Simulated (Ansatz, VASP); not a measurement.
**Two plane-wave programs on NaF**

```xyz
2
Lattice="0.0000 -2.3233 -2.3233 2.3233 0.0000 -2.3233 2.3233 -2.3233 0.0000" Properties=species:S:1:pos:R:3 pbc="T T T"
Na    2.3233   -2.3233   -2.3233
F     0.0000    0.0000    0.0000
```

Alike in both runs: task relaxation of cell and atoms; functional r2SCAN; k mesh 8 × 8 × 8; occupations gaussian, width 0.02 eV; no spin polarisation.

|  | VASP | Ansatz |
| --- | --- | --- |
| version | VASP 6.6.1 | Ansatz 0.2.0 |
| potentials or method | VASP PAW PBE potentials, release 64 (Na_pv, F) | scalar-relativistic, plane waves, PAW |
| plane-wave cutoff (eV) | 600 | 500 |
| valence electrons in the cell | 14 | 16 |

|  | VASP | Ansatz | Ansatz less VASP |
| --- | --- | --- | --- |
| gap on the k mesh at the Fermi level, each at its own relaxed structure (eV) | 7.41 | 7.28 | -0.124 |
| relaxed volume (Å³/atom) | 11.95 | 12.12 | +0.172 |
| relaxed cell length with the largest relative difference (Å) | 3.233 | 3.249 | +0.0154 |
| energy change over the relaxation (meV/atom) | -5 | -2 | +2.9 |

The two sets of potentials don't hold the same shells in valence.

Caveats: the PAW data sets were made with another functional, which shifts forces and pressure a little (VASP). r2SCAN opens gaps a little over a GGA but as a rule still falls short of measured ones.
